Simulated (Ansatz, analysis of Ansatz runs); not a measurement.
# A hop of H in LaOF (R-3m), charge 0

Wanted: path and barrier of a jump of H in LaOF (R-3m) at charge 0. The case: H_i hop between interstitial places, in a cell of 36 host atoms with 1 H put in.

Program: Ansatz 0.2.0. Level of theory: plane-wave PAW DFT, PBEsol; nudged elastic band between two relaxed defect structures. Values are calculated unless marked as measured.

**1. Starting point**

The cell holds 37 atoms: 12 La, 12 O, 12 F and 1 H. Cell: a = 8.026 Å, b = 12.040 Å, c = 7.079 Å, α = 73.5°, β = 73.5°, γ = 60.0°. It derives from LaOF (space group R-3m). Nearest the centre at fractional (0.125, 0.750, 0.750): O15 at 1.41 Å, F17 at 1.48 Å, La8 at 2.01 Å, La32 at 2.01 Å, H37 at 2.03 Å, F12 at 3.15 Å, F36 at 3.15 Å, O9 at 3.17 Å.

The cell's shortest repeat is 7.1 Å.

**2. Relaxation of the start point, charge 0**

The ends come first: from an unrelaxed start the top is counted from too high an energy, and the barrier comes out too low. Small random displacements break the symmetry of the ideal sites, so that the defect can distort if it gains by it. The cell holds an odd number of electrons, so the run is spin-polarised with the moment held at 1 μB.

The input, q0_M1.start/input.yaml:

```yaml
crystal:
  lattice:
    - [-4.01323028, 6.95111875, 0.0]
    - [-12.03969085, 0.0, 0.0]
    - [-2.00661514, 1.15851979, 6.68937332]
  atoms:
    - { symbol: La, position: [0.12912111, 0.08608074, 0.22527337] }
    - { symbol: La, position: [0.37087889, 0.2472526, 0.77472663] }
    - { symbol: O, position: [0.1884472, 0.12563147, 0.86931681] }
    - { symbol: O, position: [0.3115528, 0.20770187, 0.13068319] }
    - { symbol: F, position: [0.06449263, 0.04299509, 0.6130442] }
    - { symbol: F, position: [0.43550737, 0.29033824, 0.3869558] }
    - { symbol: La, position: [0.12912111, 0.41941407, 0.22527337] }
    - { symbol: La, position: [0.37087889, 0.58058593, 0.77472663] }
    - { symbol: O, position: [0.1884472, 0.4589648, 0.86931681] }
    - { symbol: O, position: [0.3115528, 0.5410352, 0.13068319] }
    - { symbol: F, position: [0.06449263, 0.37632842, 0.6130442] }
    - { symbol: F, position: [0.43550737, 0.62367158, 0.3869558] }
    - { symbol: La, position: [0.12912111, 0.7527474, 0.22527337] }
    - { symbol: La, position: [0.37087889, 0.91391926, 0.77472663] }
    - { symbol: O, position: [0.1884472, 0.79229813, 0.86931681] }
    - { symbol: O, position: [0.3115528, 0.87436853, 0.13068319] }
    - { symbol: F, position: [0.06449263, 0.70966176, 0.6130442] }
    - { symbol: F, position: [0.43550737, 0.95700491, 0.3869558] }
    - { symbol: La, position: [0.62912111, 0.08608074, 0.22527337] }
    - { symbol: La, position: [0.87087889, 0.2472526, 0.77472663] }
    - { symbol: O, position: [0.6884472, 0.12563147, 0.86931681] }
    - { symbol: O, position: [0.8115528, 0.20770187, 0.13068319] }
    - { symbol: F, position: [0.56449263, 0.04299509, 0.6130442] }
    - { symbol: F, position: [0.93550737, 0.29033824, 0.3869558] }
    - { symbol: La, position: [0.62912111, 0.41941407, 0.22527337] }
    - { symbol: La, position: [0.87087889, 0.58058593, 0.77472663] }
    - { symbol: O, position: [0.6884472, 0.4589648, 0.86931681] }
    - { symbol: O, position: [0.8115528, 0.5410352, 0.13068319] }
    - { symbol: F, position: [0.56449263, 0.37632842, 0.6130442] }
    - { symbol: F, position: [0.93550737, 0.62367158, 0.3869558] }
    - { symbol: La, position: [0.62912111, 0.7527474, 0.22527337] }
    - { symbol: La, position: [0.87087889, 0.91391926, 0.77472663] }
    - { symbol: O, position: [0.6884472, 0.79229813, 0.86931681] }
    - { symbol: O, position: [0.8115528, 0.87436853, 0.13068319] }
    - { symbol: F, position: [0.56449263, 0.70966176, 0.6130442] }
    - { symbol: F, position: [0.93550737, 0.95700491, 0.3869558] }
    - { symbol: H, position: [1.0, 0.666667, 0.0] }
basis:
  ecutwfc: 420
  xc_grid: 2
hamiltonian:
  xc: pbesol
kpoints:
  mp_grid: { grid: [1, 1, 1] }
magnetization:
  spin_polarized: true
  initial_magnetization: 1
  spin_locking: { lock_magnetization: hard }
scf:
  occupations: { method: fixed }
  max_iter: 120
output:
  forces: true
relax:
  f_tol: 0.015
  max_steps: 70
  random_displacement: { amplitude: 0.03, seed: 3764 }
```

Launch:

```sh
ansatz run input.yaml --threads 4 --pin off --max-ram 7536MiB --backend cpu --events-out ev --progress --plain --runs-dir out
```

Log:

```text
The last accepted step is kept in <dir> (removed where the run ends without a failure and the disk answers)
Engine: ansatz 0.2.0, x86_64-unknown-linux-gnu
Pseudopotentials: kind: paw
Pseudopotential: La, paw, valence charge 11, recommended cutoff 420 eV (normal), La.paw.azcp
Pseudopotential: O, paw, valence charge 6, recommended cutoff 420 eV (normal), O.paw.azcp
Pseudopotential: F, paw, valence charge 7, recommended cutoff 420 eV (normal), F.paw.azcp
Pseudopotential: H, paw, valence charge 1, recommended cutoff 420 eV (normal), H.paw.azcp
Functional definition: PBEsol
  exchange = pbesol_x
  correlation = pbesol_c
Crystal: 37 atoms, lattice volume = 559.829 Å³
Basis set: ecut = 420 eV, 10937 PW (Γ), exchange–correlation on 108×162×96 points (8 copies of the dense FFT grid, shifted against one another)
Bands: 182, of which v1, the nominal top of the filled ones, is band 145 counted from 1 (144 counted from 0)
Symmetry: 1 space group operations
k-points: 1
Non-local potential: La, projectors of the file, l = 0: 3, l = 1: 2, l = 2: 2, l = 3: 3
Non-local potential: O, projectors of the file, l = 0: 2, l = 1: 2, l = 2: 1
Non-local potential: F, projectors of the file, l = 0: 2, l = 1: 2, l = 2: 1
Non-local potential: H, projectors of the file, l = 0: 2, l = 1: 1
PAW form: soft (Blöchl's): semilocal exchange-correlation on the pseudo side does not see the compensation charge
PAW frozen core: La, regenerated for the run's functional, and the local potential with it (the file was generated under x = pbe(κ = 0.804, μ = 0.219515), c = pbe(β = 0.066725))
PAW frozen core: O, regenerated for the run's functional, and the local potential with it (the file was generated under x = pbe(κ = 0.804, μ = 0.219515), c = pbe(β = 0.066725))
PAW frozen core: F, regenerated for the run's functional, and the local potential with it (the file was generated under x = pbe(κ = 0.804, μ = 0.219515), c = pbe(β = 0.066725))
PAW one-centre angular grid: La, 590 points (default); XC on 64 Gauss nodes
PAW one-centre angular grid: O, 110 points (default); XC on 64 Gauss nodes
PAW one-centre angular grid: F, 110 points (default); XC on 64 Gauss nodes
PAW one-centre angular grid: H, 110 points (default); XC on 64 Gauss nodes
Initial density: superposition of atomic densities (chi_scale 0.1, normalization cell, long waves kept (reshape's long-wave potential 0.34 eV rms))
Starting moments: Σ|m| = 1 μB on 37 of 37 sites
Initial wavefunctions: pseudopotential atomic-orbital guess
Functional: x = pbesol(κ = 0.804, μ = 0.123457), c = pbesol(β = 0.046)
SCF iter   1: F=—  HF=-90462.758850 eV  |F-HF|=—  |Δ(HF+E_count)|=         —  Δρ=2.09e-1 (↑2.09e-1 ↓2.08e-1)  dr2=1.53e3  dr2_m=4.02e-2  M=1.000 μB ∫|m|=1.068 μB  β_m=0.30  ethr=3.10e-3  ⟨swp⟩=4.0  Hψ=1377  notcnv=0  defer=41
preconditioner: auto → Resta (q_TF=auto, 2.444 Å⁻¹)  ε∞=6.7  [insulator: Δε(μ)=0.062 eV  Ē_g=10.663 eV  n_scr=134 (ndim 8)  ℏωp=25.5 eV  f_vac=0.000  ε∞_Penn≈6.7]
spin=Collinear: Resta preconditioning applied to the charge; magnetization (m = ρ↑ − ρ↓) channel mixes plain (no charge-response kernel on spin).
SCF iter   2: F=—  HF=-90379.229438 eV  |F-HF|=—  |Δ(HF+E_count)|=    8.35e1  Δρ=6.59e-2 (↑6.45e-2 ↓6.59e-2)  dr2=6.89e1  dr2_m=2.20e-1  M=1.000 μB ∫|m|=1.047 μB  β_m=0.28  ethr=3.10e-3  ⟨swp⟩=7.0  Hψ=1456  notcnv=0  defer=68
SCF iter   3: F=—  HF=-90366.552229 eV  |F-HF|=—  |Δ(HF+E_count)|=    1.27e1  Δρ=3.56e-2 (↑3.47e-2 ↓3.56e-2)  dr2=2.63e1  dr2_m=1.33e-1  M=1.000 μB ∫|m|=1.048 μB  β_m=0.64  ethr=3.10e-3  ⟨swp⟩=3.0  Hψ=674  notcnv=0  defer=64
SCF iter   4: F=—  HF=-90360.405687 eV  |F-HF|=—  |Δ(HF+E_count)|=    6.15e0  Δρ=1.04e-2 (↑1.04e-2 ↓1.03e-2)  dr2=5.73e0  dr2_m=9.71e-3  M=1.000 μB ∫|m|=1.073 μB  β_m=0.68  ethr=3.10e-3  ⟨swp⟩=5.0  Hψ=717  notcnv=0  defer=68
SCF iter   5: F=—  HF=-90359.913203 eV  |F-HF|=—  |Δ(HF+E_count)|=   4.92e-1  Δρ=1.01e-2 (↑1.01e-2 ↓9.91e-3)  dr2=3.32e0  dr2_m=7.64e-4  M=1.000 μB ∫|m|=1.091 μB  β_m=0.82  ethr=1.98e-3  ⟨swp⟩=4.5  Hψ=496  notcnv=0  defer=69
SCF iter   6: F=—  HF=-90359.419377 eV  |F-HF|=—  |Δ(HF+E_count)|=   4.94e-1  Δρ=7.30e-3 (↑7.24e-3 ↓7.30e-3)  dr2=1.78e0  dr2_m=4.14e-4  M=1.000 μB ∫|m|=1.088 μB  β_m=0.79  ethr=1.15e-3  ⟨swp⟩=7.0  Hψ=514  notcnv=0  defer=66
SCF iter   7: F=—  HF=-90359.050567 eV  |F-HF|=—  |Δ(HF+E_count)|=   3.69e-1  Δρ=3.44e-3 (↑3.42e-3 ↓3.44e-3)  dr2=4.46e-1  dr2_m=5.18e-4  M=1.000 μB ∫|m|=1.088 μB  β_m=0.90  ethr=6.18e-4  ⟨swp⟩=4.0  Hψ=543  notcnv=0  defer=70
SCF iter   8: F=—  HF=-90358.937816 eV  |F-HF|=—  |Δ(HF+E_count)|=   1.13e-1  Δρ=1.74e-3 (↑1.72e-3 ↓1.74e-3)  dr2=9.45e-2  dr2_m=1.10e-4  M=1.000 μB ∫|m|=1.083 μB  β_m=0.77  ethr=1.54e-4  ⟨swp⟩=6.0  Hψ=464  notcnv=0  defer=71
SCF iter   9: F=—  HF=-90358.922521 eV  |F-HF|=—  |Δ(HF+E_count)|=   1.53e-2  Δρ=1.14e-3 (↑1.14e-3 ↓1.13e-3)  dr2=4.60e-2  dr2_m=5.19e-5  M=1.000 μB ∫|m|=1.082 μB  β_m=0.73  ethr=3.27e-5  ⟨swp⟩=3.5  Hψ=618  notcnv=0  defer=71
SCF iter  10: F=—  HF=-90358.907052 eV  |F-HF|=—  |Δ(HF+E_count)|=   1.55e-2  Δρ=1.47e-4 (↑1.45e-4 ↓1.47e-4)  dr2=5.96e-4  dr2_m=2.46e-6  M=1.000 μB ∫|m|=1.079 μB  β_m=0.84  ethr=1.59e-5  ⟨swp⟩=6.5  Hψ=589  notcnv=0  defer=71
SCF iter  11: F=—  HF=-90358.908329 eV  |F-HF|=—  |Δ(HF+E_count)|=   1.28e-3  Δρ=1.51e-4 (↑1.44e-4 ↓1.51e-4)  dr2=3.98e-4  dr2_m=9.80e-7  M=1.000 μB ∫|m|=1.079 μB  β_m=0.69  ethr=2.06e-7  ⟨swp⟩=2.0  Hψ=657  notcnv=0  defer=71
SCF iter  12: F=—  HF=-90358.908348 eV  |F-HF|=—  |Δ(HF+E_count)|=   1.88e-5  Δρ=3.33e-5 (↑3.12e-5 ↓3.33e-5)  dr2=2.40e-5  dr2_m=7.78e-7  M=1.000 μB ∫|m|=1.079 μB  β_m=0.84  ethr=1.38e-7  ⟨swp⟩=2.0  Hψ=565  notcnv=0  defer=71
SCF iter  13: F=—  HF=-90358.908390 eV  |F-HF|=—  |Δ(HF+E_count)|=   4.20e-5  Δρ=1.38e-5 (↑1.38e-5 ↓1.33e-5)  dr2=4.21e-6  dr2_m=5.82e-8  M=1.000 μB ∫|m|=1.080 μB  β_m=0.92  ethr=1.95e-9  ⟨swp⟩=4.0  Hψ=1190  notcnv=0
SCF iter  14: F=-90358.908392 eV  HF=-90358.908395 eV  |F-HF|=3.65e-6  |Δ(HF+E_count)|=   5.53e-6  Δρ=1.57e-5 (↑1.47e-5 ↓1.57e-5)  dr2=4.43e-6  dr2_m=6.34e-9  M=1.000 μB ∫|m|=1.080 μB  ethr=1.46e-9  ⟨swp⟩=4.0  Hψ=1061  notcnv=0
SCF 1 converged in 14 iterations: F = -90358.908392 eV  dr2 = 4.43e-6
  greatest PAW one-centre occupation: 0.973 electrons in one spin orbital (limit 2), on the La atom at site 24 (counted from 0), in its partial waves of l = 0
relax step   1: F+E_penalty+E_count = -90358.90839178 eV  Δ(F+E_penalty+E_count) = +0.000e0 eV  max|allowed force component| = 6.766e-1 eV/Å  Δτ_max = 0.0000 Å  (14 SCF iters, dr2 threshold 5.63e-6 eV, accepted)
[... the SCF cycles and remarks between the steps are left out from here to the last step ...]
[...]
SCF iter   2: F=—  HF=-90359.147189 eV  |F-HF|=—  |Δ(HF+E_count)|=   6.49e-5  Δρ=2.51e-4 (↑2.51e-4 ↓2.06e-4)  dr2=7.26e-4  dr2_m=1.29e-4  M=1.000 μB ∫|m|=1.088 μB  β_m=0.52  ethr=6.57e-7  ⟨swp⟩=2.0  Hψ=456  notcnv=0  defer=71
SCF iter   3: F=—  HF=-90359.147241 eV  |F-HF|=—  |Δ(HF+E_count)|=   5.23e-5  Δρ=8.47e-5 (↑8.47e-5 ↓8.31e-5)  dr2=1.13e-4  dr2_m=1.28e-5  M=1.000 μB ∫|m|=1.088 μB  β_m=0.52  ethr=2.51e-7  ⟨swp⟩=2.0  Hψ=521  notcnv=0  defer=71
SCF iter   4: F=—  HF=-90359.147235 eV  |F-HF|=—  |Δ(HF+E_count)|=   6.06e-6  Δρ=2.22e-5 (↑2.22e-5 ↓1.75e-5)  dr2=6.63e-6  dr2_m=3.17e-7  M=1.000 μB ∫|m|=1.088 μB  β_m=0.73  ethr=3.92e-8  ⟨swp⟩=2.0  Hψ=504  notcnv=0  defer=66
SCF iter   5: F=—  HF=-90359.147876 eV  |F-HF|=—  |Δ(HF+E_count)|=   6.41e-4  Δρ=1.14e-5 (↑1.08e-5 ↓1.14e-5)  dr2=2.43e-6  dr2_m=9.67e-9  M=1.000 μB ∫|m|=1.088 μB  β_m=0.62  ethr=2.29e-9  ⟨swp⟩=2.0  Hψ=565  notcnv=0  defer=65
SCF iter   6: F=—  HF=-90359.147876 eV  |F-HF|=—  |Δ(HF+E_count)|=   3.60e-7  Δρ=3.07e-6 (↑2.83e-6 ↓3.07e-6)  dr2=1.62e-7  dr2_m=1.08e-8  M=1.000 μB ∫|m|=1.088 μB  β_m=0.77  ethr=8.40e-10  ⟨swp⟩=2.0  Hψ=539  notcnv=0  defer=65
SCF iter   7: F=-90359.147876 eV  HF=-90359.147876 eV  |F-HF|=2.58e-9  |Δ(HF+E_count)|=   1.23e-7  Δρ=1.33e-6 (↑1.33e-6 ↓1.27e-6)  dr2=3.17e-8  dr2_m=7.77e-10  M=1.000 μB ∫|m|=1.088 μB  ethr=3.46e-11  ⟨swp⟩=4.0  Hψ=1001  notcnv=0
SCF 7 converged in 7 iterations: F = -90359.147876 eV  dr2 = 3.17e-8
relax step   7: F+E_penalty+E_count = -90359.14787623 eV  Δ(F+E_penalty+E_count) = -1.186e-3 eV  max|allowed force component| = 1.282e-2 eV/Å  Δτ_max = 0.0117 Å  (7 SCF iters, accepted)
SCF converged after 7 iterations
Stability checked in part: among states of this total moment the steps that led to this state did not find it unstable. No probe was made; neither looks for a lower state of another moment (fixed_total_moment; see scf.lower_state_search)
Magnetization: 1.0000 μB (145.0000 up, 144.0000 down)
Absolute magnetization: 1.0916 μB (∫|ρ↑−ρ↓|, with the PAW one-centre terms)
Spin contamination: 0.0035 ħ² per cell (⟨S²⟩ above its minimum at these occupations)
Per-site moments (μB) at R_I (Å): [(0.000122863, 0.979448), (0.0033761, 0.974229), (0.000964314, 0.976852), [... 34 left out ...]
Free energy (F): -90359.147876 eV
Harris-Foulkes:  -90359.147876 eV  (|F-HF|=2.58e-9)
Internal energy: -90359.147876 eV  (E = F + TS)
E sigma→0 (E₀):  -90359.147876 eV
Fermi energy:    8.742841 (↑ 8.742841, ↓ 8.305657) eV
--- Per-component energies (eV) ---
  E_band       = -449.786634
  E_kinetic    = 6911.606448
  E_local      = -14347.065522  (includes V_loc(G=0)·N_el)
  E_nonlocal   = 2642.934425
  E_hartree    = 5247.028489
  E_xc         = -3504.617168
  E_vxc        = -4140.399443  (∫ρ·V_xc dr)
  E_paw        = -68105.755345  (= ΣΔE_a)
  E_vpaw       = -2010.964496  (= ΣTr[D̂ρ^β])
  E_aug_tail   = 0.052249  (compensation charges beyond the density's cutoff)
  E_ewald      = -19206.298332
  E_core_change = 2.966880  (= ΣΔE_core)
  E_smearing   = -0.000000  (= −TS)
  E_closure    = -0.000000  (closes the sum)
  Σ components = -90359.147876   (vs F -90359.147876, Δ=0.00e0)
--- Forces (eV/Å), atoms counted from 1 ---
  atom   1  La     0.00368321     0.00058402    -0.00231015
  atom   2  La     0.00855010     0.00393500    -0.00661147
  atom   3  O     -0.00262420     0.00118611     0.00096351
  atom   4  O     -0.00761310    -0.00327753     0.00117611
  atom   5  F      0.00254658     0.00058437     0.00017708
  atom   6  F     -0.00159924     0.00079128    -0.00098677
  atom   7  La     0.00066324     0.00530139     0.00022595
  atom   8  La     0.00543071     0.00331536    -0.01019913
  atom   9  O     -0.00782843    -0.00522138     0.00696444
  atom  10  O     -0.00054996    -0.00048276     0.00338955
  atom  11  F     -0.00231296    -0.00029372     0.00023427
  atom  12  F     -0.00017084    -0.00046272     0.00081595
  atom  13  La    -0.00343108     0.00324208     0.00448598
  atom  14  La    -0.00689347    -0.00080519    -0.00192359
  atom  15  O     -0.00219686     0.00206695     0.00107656
  atom  16  O     -0.00207398     0.00141194     0.00119792
  atom  17  F     -0.00304291    -0.00208023     0.00257022
  atom  18  F      0.00063561     0.00273706    -0.00096096
  atom  19  La     0.00084326     0.00122424     0.00144390
  atom  20  La     0.00053326     0.00316478    -0.00424484
  atom  21  O      0.00694813    -0.00063098     0.00252783
  atom  22  O      0.00008210    -0.00175359     0.00328780
  atom  23  F     -0.00026348    -0.00007404    -0.00035983
  atom  24  F     -0.00131392    -0.00099654    -0.00276094
  atom  25  La     0.01046333    -0.00073869     0.00125977
  atom  26  La     0.00370213    -0.00137306    -0.01064808
  atom  27  O     -0.00029338    -0.00264276     0.00621160
  atom  28  O      0.00660586    -0.00025927     0.00380821
  atom  29  F     -0.00173330    -0.00362158     0.00095078
  atom  30  F      0.00221475    -0.00054633    -0.00129481
  atom  31  La    -0.01281591    -0.00149646     0.00159386
  atom  32  La    -0.00006199    -0.00074130    -0.00142730
  atom  33  O      0.00175597    -0.00238571     0.00365519
  atom  34  O      0.00381007    -0.00044519    -0.00615530
  atom  35  F      0.00053084     0.00141268     0.00186644
  atom  36  F      0.00100219    -0.00112802     0.00005410
  atom  37  H     -0.00314869     0.00050881    -0.00011316
  max |Σ_I F_I| component: 5.93e-5 eV/Å
--- Relaxed structure (7 steps of the walk, 4 accepted, 0 SCFs on fresh bases) ---
  F+E_penalty+E_count = -90359.14787623 eV   max|allowed force component| = 1.282e-2 eV/Å
  atoms:
    - { symbol: La, position: [0.129885, 0.084007, 0.225430] }
    - { symbol: La, position: [0.370891, 0.247679, 0.774832] }
    - { symbol: O, position: [0.189398, 0.124403, 0.869744] }
    - { symbol: O, position: [0.309677, 0.209145, 0.130463] }
    - { symbol: F, position: [0.063130, 0.043128, 0.612494] }
    - { symbol: F, position: [0.435340, 0.290287, 0.387676] }
    - { symbol: La, position: [0.128807, 0.418996, 0.224912] }
    - { symbol: La, position: [0.369079, 0.582462, 0.774853] }
    - { symbol: O, position: [0.191874, 0.455786, 0.868085] }
    - { symbol: O, position: [0.313135, 0.540771, 0.131683] }
    - { symbol: F, position: [0.064309, 0.376085, 0.612362] }
    - { symbol: F, position: [0.436142, 0.623400, 0.387507] }
    - { symbol: La, position: [0.128508, 0.750571, 0.224544] }
    - { symbol: La, position: [0.369126, 0.916352, 0.774111] }
    - { symbol: O, position: [0.191059, 0.792237, 0.867869] }
    - { symbol: O, position: [0.309895, 0.875050, 0.130761] }
    - { symbol: F, position: [0.065134, 0.710262, 0.607651] }
    - { symbol: F, position: [0.435496, 0.956979, 0.387460] }
    - { symbol: La, position: [0.628670, 0.085529, 0.225318] }
    - { symbol: La, position: [0.869684, 0.249176, 0.774712] }
    - { symbol: O, position: [0.690015, 0.123982, 0.869618] }
    - { symbol: O, position: [0.810208, 0.208765, 0.130331] }
    - { symbol: F, position: [0.564230, 0.042887, 0.612366] }
    - { symbol: F, position: [0.936458, 0.290103, 0.387575] }
    - { symbol: La, position: [0.630459, 0.416854, 0.225916] }
    - { symbol: La, position: [0.871039, 0.582613, 0.775458] }
    - { symbol: O, position: [0.689765, 0.458108, 0.869126] }
    - { symbol: O, position: [0.808477, 0.540985, 0.132061] }
    - { symbol: F, position: [0.564112, 0.376160, 0.612541] }
    - { symbol: F, position: [0.934624, 0.622769, 0.392305] }
    - { symbol: La, position: [0.630421, 0.750682, 0.225274] }
    - { symbol: La, position: [0.870754, 0.914175, 0.775206] }
    - { symbol: O, position: [0.686571, 0.792384, 0.868160] }
    - { symbol: O, position: [0.807798, 0.877274, 0.132028] }
    - { symbol: F, position: [0.563466, 0.709753, 0.612355] }
    - { symbol: F, position: [0.935410, 0.957014, 0.387683] }
    - { symbol: H, position: [0.999578, 0.666224, 4.634198e-5] }
```

Run time: 18 s. Hardware: 4 threads of Intel Xeon 6975P-C (Granite Rapids), shared host; peak memory 1 GiB.

In the SCF lines HF is the Harris–Foulkes energy and dr2 the Hartree energy of the density residual, in eV; the loop may stop once dr2 is under the threshold and the program's other checks hold. Hψ counts applications of the Hamiltonian.

The steps of the relaxation:

| step | energy less that of the first step (eV) | largest force component (eV/Å) |
| --- | --- | --- |
| 1 | 0.0000 | 0.6766 |
| 2 | 0.6782 | 1.5922 |
| 3 | -0.2199 | 0.1497 |
| 4 | -0.1088 | 0.4696 |
| 5 | -0.2383 | 0.0397 |
| 6 | -0.2374 | 0.0777 |
| 7 | -0.2395 | 0.0128 |

Relaxation steps 2, 4, 6 were tried and not accepted.

The atoms that moved most (Å, from the sites as typed, ahead of the random displacement, the mean shift of all atoms taken out):

| atom | dx | dy | dz | length |
| --- | --- | --- | --- | --- |
| F17 | -0.001 | 0.000 | -0.036 | 0.036 |
| F30 | 0.002 | 0.001 | 0.036 | 0.036 |
| O9 | 0.025 | 0.024 | -0.008 | 0.036 |
| O34 | -0.025 | -0.023 | 0.009 | 0.035 |
| La26 | -0.028 | 0.003 | 0.005 | 0.029 |
| La13 | 0.028 | -0.004 | -0.005 | 0.029 |
| La14 | -0.023 | -0.012 | -0.004 | 0.026 |
| La25 | 0.022 | 0.011 | 0.004 | 0.025 |

Final coordinates:

```xyz
37
Lattice="-4.0132 6.9511 0.0000 -12.0397 0.0000 0.0000 -2.0066 1.1585 6.6894" Properties=species:S:1:pos:R:3 pbc="T T T"
La   -1.9850    1.1640    1.5080
La   -6.0252    3.4758    5.1831
O    -4.0031    2.3241    5.8180
O    -4.0226    2.3037    0.8727
F    -2.0017    1.1484    4.0972
F    -6.0200    3.4752    2.5933
La   -6.0128    1.1559    1.5045
La  -10.0487    3.4632    5.1833
O    -7.9995    2.3394    5.8069
O    -8.0317    2.3292    0.8809
F    -6.0148    1.1565    4.0963
F   -10.0335    3.4806    2.5922
La  -10.0030    1.1534    1.5021
La  -14.0673    3.4627    5.1783
O   -12.0465    2.3335    5.8055
O   -12.0414    2.3056    0.8747
F   -10.0321    1.1567    4.0648
F   -14.0470    3.4761    2.5919
La   -4.0049    4.6310    1.5072
La   -8.0448    6.9428    5.1823
O    -6.0069    5.8038    5.8172
O    -6.0266    5.7828    0.8718
F    -4.0095    4.6315    4.0963
F    -8.0287    6.9584    2.5926
La   -8.0023    4.6441    1.5112
La  -12.0662    6.9531    5.1873
O   -10.0277    5.8015    5.8139
O   -10.0229    5.7728    0.8834
F    -8.0219    4.6309    4.0975
F   -12.0360    6.9512    2.6243
La  -12.0201    4.6431    1.5069
La  -16.0565    6.9508    5.1856
O   -14.0375    5.7782    5.8074
O   -14.0689    5.7681    0.8832
F   -12.0353    4.6261    4.0963
F   -16.0541    6.9513    2.5934
H   -12.0328    6.9482    0.0003
```

Neighbours of H37 at the end:

| atom | distance (Å) |
| --- | --- |
| O33 | 2.490 |
| O28 | 2.490 |
| O10 | 2.493 |
| O15 | 2.500 |
| O9 | 2.508 |
| O34 | 2.514 |
| F30 | 2.624 |
| F17 | 2.625 |

This step gave:

- free energy: -90359.1479 eV
- total moment: 1 μB
- integral of the absolute spin density: 1.092 μB
- spin contamination: 0.003488
- r.m.s. move of the farther half of the atoms: 0.01421 Å
- largest move from the ideal geometry of this structure, a common shift of the far atoms taken out: 0.03626 Å

The relaxation gained 0.239 eV and ended with a largest force component of 0.013 eV/Å.

[end of part 1 of 4]

[Long decimals in the printed logs are rounded to 6 places.]

[Repeated set-up lines and some long k-point lines are left out of the logs, and relaxed atomic positions are cut to six decimals.]

[Logs are printed without paths, hosts, clocks, repeated set-up lines and the standing remarks that a program may print on its own settings, such as how far it seeks lower states.]

[Hosts, paths, dates, database ids (printed as entryN), source tags and the programs' standing remarks are cut or masked in the printed files.]
